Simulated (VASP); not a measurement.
# MnO2 (P-3m1) in VASP: further runs, part 2 of 2

VASP 6.6.1.

## Step 6: Electron localisation function, BLYP+D3(BJ), collinear spin, ferromagnetic start

Input file INCAR:

```
PREC = Accurate
ENCUT = 500
EDIFF = 1E-6
ISMEAR = 0
SIGMA = 0.1
LREAL = False
LASPH = True
NELM = 120
ALGO = Normal
ISIF = 2
LWAVE = False
LCHARG = True
ISPIN = 2
MAGMOM = 4 0 0
LORBIT = 11
LMAXMIX = 4
GGA = B5
ALDAX = 1.0
AGGAX = 1.0
AGGAC = 1.0
ALDAC = 0.0
IVDW = 12
VDW_S6 = 1.0
VDW_S8 = 2.6996
VDW_A1 = 0.4298
VDW_A2 = 4.2359
LELF = True
```

Input file MnO2.cif:

```cif
data_MnO2
_cell_length_a 2.85657818
_cell_length_b 2.85657818
_cell_length_c 4.60137406
_cell_angle_alpha 90.00000000
_cell_angle_beta 90.00000000
_cell_angle_gamma 120.00000000
_space_group_name_H-M_alt 'P-3m1'
_space_group_name_Hall '-P 3 2"'
_space_group_IT_number 164
loop_
_space_group_symop_operation_xyz
'x,y,z'
'-x,-y,-z'
'-y,x-y,z'
'y,-x+y,-z'
'-x+y,-x,z'
'x-y,x,-z'
'y,x,-z'
'-y,-x,z'
'x-y,-y,-z'
'-x+y,y,z'
'-x,-x+y,-z'
'x,x-y,z'
loop_
_atom_site_label
_atom_site_type_symbol
_atom_site_symmetry_multiplicity
_atom_site_Wyckoff_symbol
_atom_site_fract_x
_atom_site_fract_y
_atom_site_fract_z
_atom_site_occupancy
Mn1 Mn 1 b 0.0000000000 0.0000000000 0.5000000000 1
O1 O 2 d 0.3333333333 0.6666666667 0.7062925700 1
```

Input file KPOINTS:

```
Automatic mesh
0
Gamma
  11 11 6
```

Input file POSCAR:

```
Mn O 
 1.0000000000000000
     2.8565781800000001    0.0000000000000000    0.0000000000000000
    -1.4282890899999994    2.4738692717763171    0.0000000000000000
     0.0000000000000000    0.0000000000000000    4.6013740600000004
 Mn  O  
   1   2
Cartesian
  0.0000000000000000  0.0000000000000000  2.3006870300000002
 -0.0000000001428283  1.6492461812666737  3.2499163103687345
  1.4282890901428289  0.8246230905096434  1.3514577496312659
```

Potentials or basis: VASP PAW PBE potentials, release 64 (Mn, O).

On the command line:

```
$ ase convert -i cif -o vasp MnO2.cif POSCAR
$ cat potpaw_PBE.64/Mn/POTCAR potpaw_PBE.64/O/POTCAR > POTCAR
$ mpirun -np 1 vasp_std > vasp.out
```

OUTCAR:

```text
PREC = Accurate
   ENCUT = 500
   EDIFF = 1E-6
   ISMEAR = 0
   LREAL = False
   LASPH = True
   NELM = 120
   ISIF = 2
   ISPIN = 2
   LORBIT = 11
   GGA = B5
   IVDW = 12
 IVDW          = 12

 ion  position               nearest neighbor table
   1  0.000  0.000  0.500-   2 1.90   3 1.90   2 1.90   3 1.90   3 1.90   2 1.90
   2  0.333  0.667  0.706-   1 1.90   1 1.90   1 1.90
   3  0.667  0.333  0.294-   1 1.90   1 1.90   1 1.90

  LATTYP: Found a hexagonal cell.
 ALAT       =     2.8565781800
 C/A-ratio  =     1.6107992745

  Lattice vectors:

 A1 = (   2.8565781800,   0.0000000000,   0.0000000000)
 A2 = (  -1.4282890900,   2.4738692718,   0.0000000000)
 A3 = (   0.0000000000,   0.0000000000,   4.6013740600)

Analysis of symmetry for initial positions (statically):
=====================================================================
 Subroutine PRICEL returns:
 Original cell was already a primitive cell.

 Routine SETGRP: Setting up the symmetry group for a
 hexagonal supercell.

 Subroutine GETGRP returns: Found 12 space group operations
 (whereof 12 operations were pure point group operations)
 out of a pool of 24 trial point group operations.

The static configuration has the point symmetry D_3d.

Analysis of symmetry for dynamics (positions and initial velocities):
=====================================================================
 Subroutine PRICEL returns:
 Original cell was already a primitive cell.

 Routine SETGRP: Setting up the symmetry group for a
 hexagonal supercell.

 Subroutine GETGRP returns: Found 12 space group operations
 (whereof 12 operations were pure point group operations)
 out of a pool of 24 trial point group operations.

The dynamic configuration has the point symmetry D_3d.

Analysis of structural, dynamic, and magnetic symmetry:
[... 592 lines left out ...]
      5      -2.5368      1.00000
      6      -1.9394      1.00000
      7      -0.9583      1.00000
      8       0.2202      1.00000
      9       0.9757      1.00000
     10       1.0909      1.00000
     11       1.3550      1.00000
     12       4.4325      0.00000
     13       5.0578      0.00000
     14      12.9825      0.00000
     15      16.2662      0.00000

 [... further k-points ...]

 spin component 2

 k-point     1 :       0.0000    0.0000    0.0000
  band No.  band energies     occupation
      1     -16.9843      1.00000
      2     -14.7457      1.00000
      3      -3.0504      1.00000
      4      -2.6885      1.00000
      5      -2.6885      1.00000
      6       1.0547      1.00000
      7       1.0547      1.00000
      8       1.4113      1.00000
      9       3.0074      0.00000
     10       3.0074      0.00000
     11       4.6108      0.00000
     12       6.4373      0.00000
     13       6.4373      0.00000
     14      10.0377      0.00000
[... 403 lines left out ...]
      4      -2.1608      1.00000
      5      -1.9744      1.00000
      6      -1.0193      1.00000
      7      -0.3485      1.00000
      8       0.6129      1.00000
      9       3.4779      0.00000
     10       3.8565      0.00000
     11       4.1712      0.00000
     12       5.8349      0.00000
     13       6.2798      0.00000
     14      13.2106      0.00000
     15      16.6929      0.00000

 [... further k-points ...]

------------------------ aborting loop because EDIFF is reached ----------------------------------------

 Edisp (eV)   -0.83464

 E8    (eV) :    -0.5530

  FORCE on cell =-STRESS in cart. coord.  units (eV):
  Direction    XX          YY          ZZ          XY          YZ          ZX
  --------------------------------------------------------------------------------------
  -------------------------------------------------------------------------------------
  Total       1.87678     1.87678     0.80884     0.00000     0.00000    -0.00000
  in kB      92.47273    92.47273    39.85335     0.00000     0.00000    -0.00000
  external pressure =       74.93 kB  Pullay stress =        0.00 kB

 VOLUME and BASIS-vectors are now :
 -----------------------------------------------------------------------------
  energy-cutoff  :      500.00
  volume of cell :       32.52
      direct lattice vectors                 reciprocal lattice vectors
     2.856578180  0.000000000  0.000000000     0.350069187  0.202112539  0.000000000
    -1.428289090  2.473869272  0.000000000     0.000000000  0.404225078  0.000000000
     0.000000000  0.000000000  4.601374060     0.000000000  0.000000000  0.217326387

 POSITION                                       TOTAL-FORCE (eV/Angst)
 -----------------------------------------------------------------------------------
      0.00000      0.00000      2.30069        -0.000000      0.000000      0.000000
     -0.00000      1.64925      3.24992         0.000000     -0.000000      0.661705
      1.42829      0.82462      1.35146        -0.000000      0.000000     -0.661705
 -----------------------------------------------------------------------------------
    total drift:                               -0.000000      0.000000      0.000000

  FREE ENERGIE OF THE ION-ELECTRON SYSTEM (eV)
  ---------------------------------------------------
  free  energy   TOTEN  =       -23.2472639326 eV

  energy  without entropy=      -23.2472639244  energy(sigma->0) =      -23.24726393

 total charge

# of ion       s       p       d       tot
------------------------------------------
    1        0.354   0.562   4.901   5.817
    2        1.578   3.426   0.000   5.004
    3        1.578   3.426   0.000   5.004
--------------------------------------------------
tot          3.510   7.414   4.901  15.825

 magnetization (x)

# of ion       s       p       d       tot
------------------------------------------
    1        0.028   0.034   2.713   2.775
    2        0.004   0.061   0.000   0.066
    3        0.004   0.061   0.000   0.066
--------------------------------------------------
tot          0.037   0.157   2.713   2.907
```

OSZICAR:

```text
N       E                     dE             d eps       ncg     rms          rms(c)
DAV:   1     0.157228144562E+03    0.15723E+03   -0.94378E+03  5072   0.136E+03
DAV:   2    -0.136955860979E+02   -0.17092E+03   -0.15560E+03  5686   0.318E+02
DAV:   3    -0.301714131089E+02   -0.16476E+02   -0.16178E+02  6229   0.119E+02
DAV:   4    -0.305725438109E+02   -0.40113E+00   -0.40076E+00  5982   0.195E+01
DAV:   5    -0.305850781925E+02   -0.12534E-01   -0.12533E-01  6764   0.343E+00    0.287E+01
DAV:   6    -0.301800563211E+02    0.40502E+00   -0.43743E+01  6881   0.139E+02    0.474E+01
DAV:   7    -0.233156680964E+02    0.68644E+01   -0.37169E+01  6901   0.169E+02    0.128E+01
DAV:   8    -0.224966433883E+02    0.81902E+00   -0.31140E+00  7459   0.333E+01    0.530E+00
DAV:   9    -0.224187913406E+02    0.77852E-01   -0.41865E-01  7891   0.176E+01    0.263E+00
DAV:  10    -0.224148248394E+02    0.39665E-02   -0.40309E-02  7029   0.272E+00    0.138E+00
DAV:  11    -0.224126430659E+02    0.21818E-02   -0.47132E-03  7763   0.121E+00    0.498E-01
DAV:  12    -0.224127036769E+02   -0.60611E-04   -0.34016E-04  7329   0.466E-01    0.108E-01
DAV:  13    -0.224126151349E+02    0.88542E-04   -0.23153E-04  7011   0.464E-01    0.391E-02
DAV:  14    -0.224126221164E+02   -0.69815E-05   -0.22484E-05  7602   0.770E-02    0.228E-02
DAV:  15    -0.224126231568E+02   -0.10404E-05   -0.97461E-06  7146   0.105E-01    0.134E-02
DAV:  16    -0.224126228360E+02    0.32083E-06   -0.23867E-06  4265   0.632E-02
   1 F= -.23247264E+02 E0= -.23247264E+02  d E =-.821348E-08  mag=     3.0000
```

Run time: 83 s. Hardware: 1 thread of Intel Xeon Platinum 8488C (Sapphire Rapids), shared host; peak memory 0.21 GiB.

Results:

```
Free energy                                           : -23.2473 eV
Pressure                                              : 7.5 GPa
Largest force                                         : 0.662 eV/Å
Band gap on the k mesh                                : 0.67 eV, indirect (least direct gap 0.72 eV)
Net moment                                            : 3.00 μB per cell
Site moments                                          : Mn +2.77; O +0.07 μB
Valence electrons inside the program's atomic spheres : Mn 5.82; O 5.00
Dispersion energy per atom                            : -0.278 eV
```

Forces on the atoms (eV/Å):
```
Mn   0.000  0.000  0.000
O    0.000  0.000  0.662
O    0.000  0.000 -0.662
```

Caveat: the PAW data sets were made with another functional, which shifts forces and pressure a little; an odd mesh through Γ misses points on the zone boundary, where band edges often lie; a cell with one magnetic atom can't hold antiferromagnetic order, which such compounds often take.

## Step 7: The reference run

An earlier run on the cell as given: functional PBE; potentials or basis VASP PAW PBE potentials, release 64 (Mn_pv, O); cutoff 520 eV; k mesh 11 × 11 × 6; occupations fermi-dirac, width 0.05 eV; collinear spin, ferromagnetic start; starting moments [4.0, 0.0, 0.0] μB.

* Pressure: 5.8 GPa
* Largest force: 0.310 eV/Å
* Band gap on the k mesh: 0.81 eV, indirect (least direct gap 0.87 eV)
* Net moment: 3.00 μB per cell
* Site moments: Mn +2.83; O +0.04 μB
* Valence electrons inside the program's atomic spheres: Mn 11.75; O 5.00

## Step 8: Summary

| task | level | potentials or basis | cutoff (eV) | smearing | gap on the mesh (eV) | pressure (GPa) | moment (μB) | largest force (eV/Å) |
| --- | --- | --- | --- | --- | --- | --- | --- | --- |
| single point | PBEsol | VASP PAW PBE potentials, release 64 (Mn_GW, O_GW) | 550 | gaussian 0.1 eV | 0.70 | -2.4 | 3.00 | 0.15 |
| electron localisation function | BLYP+D3(BJ) | VASP PAW PBE potentials, release 64 (Mn, O) | 500 | gaussian 0.1 eV | 0.67 | 7.5 | 3.00 | 0.66 |
| single point | PBE | VASP PAW PBE potentials, release 64 (Mn_pv, O) | 520 | fermi-dirac 0.05 eV | 0.81 | 5.8 | 3.00 | 0.31 |

Some of these runs hold the atoms at other places in the same cell, which the table doesn't show; runs alike in all that it shows share one row.

Alike in all rows: spin collinear, ferromagnetic start; cell as given; k mesh 11 × 11 × 6.

Caveats: an odd mesh through Γ misses points on the zone boundary, where band edges often lie; a cell with one magnetic atom can't hold antiferromagnetic order, which such compounds often take; the PAW data sets were made with another functional, which shifts forces and pressure a little (some runs).

Total energies depend on the potentials used, so only differences within one code and one set of settings carry meaning.
